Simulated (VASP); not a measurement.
# BN (P6_3/mmc) in VASP: a series of runs

Runs on BN. Level: LDA. Tasks: single point, relaxation of cell and atoms.

All numbers are computed with VASP 6.6.1; they aren't measurements. Logs are shortened: lines on timing, memory, paths and dates and some standing lists are left out, and cuts for length are marked.

**1. The crystal as given**

Symmetry: P6_3/mmc, No. 194, hexagonal system. The conventional cell has a = 2.489 Å, b = 2.489 Å, c = 6.493 Å, α = 90.00°, β = 90.00°, γ = 120.00°. Around B (site symmetry -6m2) lie 3 N at 1.44 Å. Around N (site symmetry -6m2) lie 3 B at 1.44 Å.

The cell was built by a generator and needn't be a form met in nature.

**2. Single point, LDA**

Contents of INCAR:

```
SYSTEM = BN
ALGO = Normal ; EDIFF = 1E-6
ENCUT = 520 ; GGA = CA
ISIF = 2 ; ISMEAR = 0
LASPH = .True. ; LCHARG = .False.
LREAL = .False. ; LWAVE = .False.
NBANDS = 16 ; NELM = 100
PREC = Accurate ; SIGMA = 0.01
```

Contents of KPOINTS:

```
k-points
0
Gamma
  12 12 4
  0 0 0
```

Contents of POSCAR:

```
BN
1.0
    2.4890389570      0.0000000000      0.0000000000
   -1.2445194785      2.1555709678      0.0000000000
    0.0000000000      0.0000000000      6.4926034150
B N
2 2
Direct
    0.3333333333      0.6666666667      0.2500000000
    0.6666666667      0.3333333333      0.7500000000
    0.6666666667      0.3333333333      0.2500000000
    0.3333333333      0.6666666667      0.7500000000
```

Potentials or basis: VASP PAW LDA potentials, release 64 (B, N).

Started as:

```console
$ cat potpaw_LDA.64/B/POTCAR potpaw_LDA.64/N/POTCAR > POTCAR
$ mpirun -np 1 vasp_std > vasp.out
```

OUTCAR:

```text
SYSTEM = BN
   EDIFF = 1E-6
   ENCUT = 520
   GGA = CA
   ISIF = 2
   ISMEAR = 0
   LASPH = .True.
   LREAL = .False.
   NELM = 100
   PREC = Accurate

 ion  position               nearest neighbor table
   1  0.333  0.667  0.250-   3 1.44   3 1.44   3 1.44
   2  0.667  0.333  0.750-   4 1.44   4 1.44   4 1.44
   3  0.667  0.333  0.250-   1 1.44   1 1.44   1 1.44
   4  0.333  0.667  0.750-   2 1.44   2 1.44   2 1.44

  LATTYP: Found a hexagonal cell.
 ALAT       =     2.4890389570
 C/A-ratio  =     2.6084780219

  Lattice vectors:

 A1 = (   2.4890389570,   0.0000000000,   0.0000000000)
 A2 = (  -1.2445194785,   2.1555709678,   0.0000000000)
 A3 = (   0.0000000000,   0.0000000000,   6.4926034150)

Analysis of symmetry for initial positions (statically):
=====================================================================
 Subroutine PRICEL returns:
 Original cell was already a primitive cell.

 Routine SETGRP: Setting up the symmetry group for a
 hexagonal supercell.

 Subroutine GETGRP returns: Found 24 space group operations
 (whereof 12 operations were pure point group operations)
 out of a pool of 24 trial point group operations.

The static configuration has the point symmetry D_3d.
 The point group associated with its full space group is D_6h.

Analysis of symmetry for dynamics (positions and initial velocities):
=====================================================================
 Subroutine PRICEL returns:
 Original cell was already a primitive cell.

 Routine SETGRP: Setting up the symmetry group for a
 hexagonal supercell.

 Subroutine GETGRP returns: Found 24 space group operations
 (whereof 12 operations were pure point group operations)
 out of a pool of 24 trial point group operations.

The dynamic configuration has the point symmetry D_3d.
 The point group associated with its full space group is D_6h.

 Subroutine INISYM returns: Found 24 space group operations
 (whereof 12 operations are pure point group operations),
 and found     1 'primitive' translations

----------------------------------------------------------------------------------------

                                     Primitive cell

  volume of cell :      34.8348

  direct lattice vectors                    reciprocal lattice vectors
     2.489038957  0.000000000  0.000000000     0.401761490  0.231957104  0.000000000
[... 92 lines left out ...]
   EDIFFG = 0.1E-04   stopping-criterion for IOM
   NSW    =      0    number of steps for IOM
   IBRION =     -1    ionic relax: 0-MD 1-quasi-New 2-CG
   NFREE  =      0    steps in history (QN), initial steepest desc. (CG)
   ISIF   =      2    stress and relaxation
   ISYM   =      2    0-nonsym 1-usesym 2-fastsym
   POTIM  = 0.5000    time-step for ionic-motion
   TEBEG  =    0.0;   TEEND  =   0.0 temperature during run
   PSTRESS=    0.0 pullay stress
   NELECT =      16.0000    total number of electrons
   NUPDOWN=      -1.0000    fix difference up-down
   EMIN   =  10.00;   EMAX   =-10.00  energy-range for DOS
   EFERMI =   0.00;   METHOD = LEGACY
   ISMEAR =     0;   SIGMA  =   0.01  broadening in eV -4-tet -1-fermi 0-gaus
   EFERMI_NEDOS =   21; number of points for ismear=-14 and -15
   IALGO  =     38    algorithm
   IMIX   =      4    mixing-type and parameters
     AMIX     =   0.40;   BMIX     =  1.00
     AMIX_MAG =   1.60;   BMIX_MAG =  1.00
  volume/ion in A,a.u.               =       8.71        58.77
  Fermi-wavevector in a.u.,A,eV,Ry     =   1.263118  2.386947 21.707641  1.595467
  Thomas-Fermi vector in A             =   2.396491
   LORBIT       =      0    0 simple, 1 ext, 2 COOP (PROOUT), +10 PAW based schemes
   GGA     = CA    functional components
   LHFCALC =     F    Hartree Fock is set to
   AEXX    =    0.0000 exact exchange contribution
   IVDW    =     0    specifies the selected vdW correction
   LEPSILON=     F    determine dielectric tensor
   LRPA    =     F    only Hartree local field effects (RPA)
 non-spin polarized calculation
 Gauss-broadening in eV      SIGMA  =   0.01
  energy-cutoff  :      520.00
  volume of cell :       34.83
 maximum number of plane-waves:       961
 NGX is ok and might be reduce to    20
   NGX =  9   NGY =  9   NGZ = 25

 number of electron      16.0000002 magnetization

 Free energy of the ion-electron system (eV)
  ---------------------------------------------------
  ext. energy  EPLUGINS =         0.00000000
  ---------------------------------------------------
  free energy    TOTEN  =       -38.58050222 eV

  energy without entropy =      -38.58050222  energy(sigma->0) =      -38.58050222

 E-fermi :   2.4849     XC(G=0): -10.6993

 val. band max:        2.4329593569   @ k =   0.3333   0.2500   0.0000
 cond. band min:       6.4840018757   @ k =   0.5000  -0.0000   0.0000
 fundamental gap:      4.0510425188
 Fermi energy:         2.4849373192

 k-point     1 :       0.0000    0.0000    0.0000
  band No.  band energies     occupation
      1     -15.3086      2.00000
      2     -14.9382      2.00000
      3      -4.1106      2.00000
      4      -1.6623      2.00000
      5       1.0927      2.00000
      6       1.0927      2.00000
[... 433 lines left out ...]
      3      -4.4708      2.00000
      4      -4.3969      2.00000
      5      -1.2003      2.00000
      6      -1.1469      2.00000
[... 8 lines left out ...]
     15      19.2365      0.00000
     16      21.1503      0.00000

 [... further k-points ...]

------------------------ aborting loop because EDIFF is reached ----------------------------------------

  FORCE on cell =-STRESS in cart. coord.  units (eV):
  Direction    XX          YY          ZZ          XY          YZ          ZX
  --------------------------------------------------------------------------------------
  -------------------------------------------------------------------------------------
  Total        0.1583169      0.1583169     -0.0421631      0.0000000     -0.0000000      0.0000000
  in kB        7.2815689      7.2815689     -1.9392330      0.0000000     -0.0000000      0.0000000
  external PRESSURE =       4.2079682 kB  Pullay stress =       0.0000000 kB

 VOLUME and BASIS-vectors are now :
 -----------------------------------------------------------------------------
  energy-cutoff  :      520.00
  volume of cell :       34.83
      direct lattice vectors                 reciprocal lattice vectors
     2.489038957  0.000000000  0.000000000     0.401761490  0.231957104  0.000000000
    -1.244519478  2.155570968  0.000000000     0.000000000  0.463914209  0.000000000
     0.000000000  0.000000000  6.492603415     0.000000000  0.000000000  0.154021420

 POSITION                                       TOTAL-FORCE (eV/Angst)
 -----------------------------------------------------------------------------------
     -0.00000      1.43705      1.62315         0.000000      0.000000      0.000000
      1.24452      0.71852      4.86945        -0.000000      0.000000      0.000000
      1.24452      0.71852      1.62315         0.000000     -0.000000      0.000000
     -0.00000      1.43705      4.86945        -0.000000     -0.000000      0.000000
 -----------------------------------------------------------------------------------
    total drift:                               -0.000000      0.000000      0.000000

  FREE ENERGIE OF THE ION-ELECTRON SYSTEM (eV)
  ---------------------------------------------------
  free  energy   TOTEN  =       -38.5805022239 eV

  energy  without entropy=      -38.5805022239  energy(sigma->0) =      -38.58050222
```

stdout:

```text
POSCAR found type information on POSCAR B N
 POSCAR found :  2 types and       4 ions
 scaLAPACK will be used
 LDA part: xc-table for (Slater(with rela. corr.)+CA(PZ))
 , standard interpolation
 POSCAR, INCAR and KPOINTS ok, starting setup
 FFT: planning ... GRIDC
 FFT: planning ... GRID_SOFT
 FFT: planning ... GRID
 WAVECAR not read
 entering main loop
```

It took 11 s on 1 thread of Intel Xeon 6975P-C (Granite Rapids), shared host; peak memory 0.14 GiB.

Results:

- Free energy: -38.5805 eV
- Pressure: 0.4 GPa
- Band gap on the k mesh: 4.05 eV, indirect (least direct gap 4.47 eV)

Levels at points of the mesh, in eV from the valence-band top:
| k point | band 6 | band 7 | band 8 | band 9 | band 10 | band 11 |
| --- | --- | --- | --- | --- | --- | --- |
| (0.00, 0.00, 0.00) | -1.34 | -1.29 | -1.29 | 5.08 | 10.36 | 11.55 |
| (0.50, 0.00, 0.00) | -4.13 | -1.59 | -0.42 | 4.05 | 5.65 | 9.63 |
| (0.00, 0.00, 0.50) | -1.32 | -1.32 | -1.32 | 7.64 | 7.64 | 11.62 |
| (0.50, 0.00, 0.50) | -4.17 | -0.98 | -0.98 | 4.57 | 4.57 | 10.09 |

A k mesh can miss the band edges. As with any semilocal functional, this LDA gap is likely too small.

**3. Relaxation of cell and atoms, LDA**

This run uses another cell than the first one, of 9.04 Å³/atom, 1.038 times its volume.

Contents of INCAR:

```
PREC = Accurate
ENCUT = 600
EDIFF = 1E-6
ISMEAR = 0
SIGMA = 0.01
LREAL = False
LASPH = True
NELM = 100
ALGO = Fast
ISIF = 3
LWAVE = False
LCHARG = False
GGA = CA
IBRION = 2
NSW = 80
EDIFFG = -0.002
```

Contents of KPOINTS:

```
Automatic mesh
0
Gamma
  12 12 4
```

Contents of POSCAR:

```
BN
1.0
    2.5040000000      0.0000000000      0.0000000000
   -1.2520000000      2.1685276111      0.0000000000
    0.0000000000      0.0000000000      6.6610000000
B N
2 2
Direct
    0.3333333333      0.6666666667      0.2500000000
    0.6666666667      0.3333333333      0.7500000000
    0.6666666667      0.3333333333      0.2500000000
    0.3333333333      0.6666666667      0.7500000000
```

Potentials or basis: VASP PAW LDA potentials, release 64 (B, N).

Started as:

```console
$ cat potpaw_LDA.64/B/POTCAR potpaw_LDA.64/N/POTCAR > POTCAR
$ mpirun -np 1 vasp_std > vasp.out
```

OUTCAR:

```text
PREC = Accurate
   ENCUT = 600
   EDIFF = 1E-6
   ISMEAR = 0
   LREAL = False
   LASPH = True
   NELM = 100
   ISIF = 3
   GGA = CA
   IBRION = 2
   NSW = 80
   EDIFFG = -0.002

 ion  position               nearest neighbor table
   1  0.333  0.667  0.250-   3 1.45   3 1.45   3 1.45
   2  0.667  0.333  0.750-   4 1.45   4 1.45   4 1.45
   3  0.667  0.333  0.250-   1 1.45   1 1.45   1 1.45
   4  0.333  0.667  0.750-   2 1.45   2 1.45   2 1.45

  LATTYP: Found a hexagonal cell.
 ALAT       =     2.5040000000
 C/A-ratio  =     2.6601437700

  Lattice vectors:

 A1 = (   2.5040000000,   0.0000000000,   0.0000000000)
 A2 = (  -1.2520000000,   2.1685276111,   0.0000000000)
 A3 = (   0.0000000000,   0.0000000000,   6.6610000000)

Analysis of symmetry for initial positions (statically):
=====================================================================
 Subroutine PRICEL returns:
 Original cell was already a primitive cell.

 Routine SETGRP: Setting up the symmetry group for a
 hexagonal supercell.

 Subroutine GETGRP returns: Found 24 space group operations
 (whereof 12 operations were pure point group operations)
 out of a pool of 24 trial point group operations.

The static configuration has the point symmetry D_3d.
 The point group associated with its full space group is D_6h.

Analysis of symmetry for dynamics (positions and initial velocities):
=====================================================================
 Subroutine PRICEL returns:
 Original cell was already a primitive cell.

 Routine SETGRP: Setting up the symmetry group for a
 hexagonal supercell.

 Subroutine GETGRP returns: Found 24 space group operations
 (whereof 12 operations were pure point group operations)
 out of a pool of 24 trial point group operations.

The dynamic configuration has the point symmetry D_3d.
 The point group associated with its full space group is D_6h.

 Subroutine INISYM returns: Found 24 space group operations
[... 158 lines left out ...]
  Direction    XX          YY          ZZ          XY          YZ          ZX
  --------------------------------------------------------------------------------------
  -------------------------------------------------------------------------------------
  Total       -1.3638820     -1.3638820     -0.1955430      0.0000000      0.0000000      0.0000000
  in kB      -60.4155399    -60.4155399     -8.6619213      0.0000000      0.0000000      0.0000000
  external PRESSURE =     -43.1643337 kB  Pullay stress =       0.0000000 kB
[... 95 lines left out ...]
  FREE ENERGIE OF THE ION-ELECTRON SYSTEM (eV)
  ---------------------------------------------------
  free  energy   TOTEN  =       -38.5845299915 eV

  energy  without entropy=      -38.5845299915  energy(sigma->0) =      -38.58452999

[... ionic steps 4 to 9 ...]

--------------------------------------- Ionic step       10  -------------------------------------------

 number of electron      16.0000000 magnetization

------------------------ aborting loop because EDIFF is reached ----------------------------------------
[... 71 lines left out ...]
--------------------------------------- Ionic step       12  -------------------------------------------

 number of electron      16.0000000 magnetization

 Free energy of the ion-electron system (eV)
  ---------------------------------------------------
  ext. energy  EPLUGINS =         0.00000000
  ---------------------------------------------------
  free energy    TOTEN  =       -38.58800472 eV

  energy without entropy =      -38.58800472  energy(sigma->0) =      -38.58800472

 E-fermi :   2.6153     XC(G=0): -10.7515

 val. band max:        2.5119471895   @ k =   0.3333   0.2500   0.0000
 cond. band min:       6.5393579029   @ k =   0.5000   0.0000   0.0000
 fundamental gap:      4.0274107134
 Fermi energy:         2.6153118536

 k-point     1 :       0.0000    0.0000    0.0000
  band No.  band energies     occupation
      1     -15.2435      2.00000
      2     -14.8487      2.00000
      3      -4.0777      2.00000
      4      -1.5276      2.00000
      5       1.1593      2.00000
      6       1.1593      2.00000
      7       1.2091      2.00000
      8       1.2091      2.00000
      9       7.6474      0.00000
     10      12.9676      0.00000
     11      14.0354      0.00000
     12      14.0355      0.00000
[... 331 lines left out ...]
 k-point    24 :       0.3333    0.0000    0.2500
  band No.  band energies     occupation
      1     -13.1711      2.00000
      2     -12.9694      2.00000
      3      -4.4024      2.00000
      4      -4.3219      2.00000
      5      -1.1314      2.00000
      6      -1.0734      2.00000
      7      -0.9227      2.00000
      8       0.5438      2.00000
      9       9.1940      0.00000
     10       9.9304      0.00000
     11      11.4944      0.00000
     12      12.8407      0.00000

 [... further k-points ...]

------------------------ aborting loop because EDIFF is reached ----------------------------------------

  FORCE on cell =-STRESS in cart. coord.  units (eV):
  Direction    XX          YY          ZZ          XY          YZ          ZX
  --------------------------------------------------------------------------------------
  -------------------------------------------------------------------------------------
  Total        0.0000023      0.0000023     -0.0061901      0.0000000     -0.0000000      0.0000000
  in kB        0.0001085      0.0001085     -0.2869748      0.0000000     -0.0000000      0.0000000
  external PRESSURE =      -0.0955859 kB  Pullay stress =       0.0000000 kB
[... 19 lines left out ...]
  FREE ENERGIE OF THE ION-ELECTRON SYSTEM (eV)
  ---------------------------------------------------
  free  energy   TOTEN  =       -38.5880047224 eV

  energy  without entropy=      -38.5880047224  energy(sigma->0) =      -38.58800472

 reached required accuracy - stopping structural energy minimisation
```

Run time: 76 s. Hardware: 1 thread of Intel Xeon 6975P-C (Granite Rapids), shared host; peak memory 0.15 GiB.

Results:

* Free energy: -38.5880 eV
* Relaxed volume: 8.64 Å³/atom
* Relaxed cell: a = 2.490 Å, b = 2.490 Å, c = 6.436 Å, α = 90.00°, β = 90.00°, γ = 120.00°
* Space group after relaxing (to 0.05 Å): P6_3/mmc (No. 194)
* Energy gained by relaxing: 2.8 meV/atom
* Ionic steps: 12
* Pressure after relaxing: 0.0 GPa
* Band gap on the k mesh: 4.03 eV, indirect (least direct gap 4.43 eV)

The path:
| step | energy change (eV) | largest force (eV/Å) | pressure (GPa) | volume (Å³) |
| --- | --- | --- | --- | --- |
| 1 | 0.0000 | 0.0000 | -4.32 | 36.17 |
| 2 | 0.0223 | 0.0000 | 8.22 | 34.91 |
| 3 | -0.0078 | 0.0000 | -0.27 | 35.74 |
| 4 | -0.0078 | 0.0000 | -0.21 | 35.73 |
| 5 | -0.0082 | 0.0000 | -0.18 | 35.66 |
| 6 | -0.0092 | 0.0000 | -0.17 | 35.45 |
| 7 | -0.0106 | 0.0000 | -0.09 | 35.03 |
| 8 | -0.0109 | 0.0000 | 0.13 | 34.18 |
| 9 | -0.0113 | 0.0000 | 0.05 | 34.53 |
| 10 | -0.0113 | 0.0000 | 0.03 | 34.56 |
| 11 | -0.0112 | 0.0000 | -0.43 | 34.60 |
| 12 | -0.0113 | 0.0000 | -0.01 | 34.56 |

Final structure:
```
B N
1.0
     2.49015    0.00000    0.00000
    -1.24507    2.15653    0.00000
     0.00000    0.00000    6.43552
B N
2 2
Direct
  0.33333 0.66667 0.25000
  0.66667 0.33333 0.75000
  0.66667 0.33333 0.25000
  0.33333 0.66667 0.75000
```

Levels at points of the mesh, in eV from the valence-band top:
| k point | band 5 | band 6 | band 7 | band 8 | band 9 | band 10 | band 11 | band 12 |
| --- | --- | --- | --- | --- | --- | --- | --- | --- |
| (0.00, 0.00, 0.00) | -1.35 | -1.35 | -1.30 | -1.30 | 5.14 | 10.46 | 11.52 | 11.52 |
| (0.50, 0.00, 0.00) | -4.22 | -4.13 | -1.63 | -0.40 | 4.03 | 5.68 | 9.63 | 10.06 |
| (0.00, 0.00, 0.50) | -1.33 | -1.33 | -1.33 | -1.33 | 7.75 | 7.75 | 11.60 | 11.60 |
| (0.50, 0.00, 0.50) | -4.18 | -4.18 | -0.99 | -0.99 | 4.55 | 4.55 | 10.07 | 10.07 |

A k mesh can miss the band edges. Expect the measured gap to be larger: semilocal functionals such as LDA lack the derivative discontinuity.
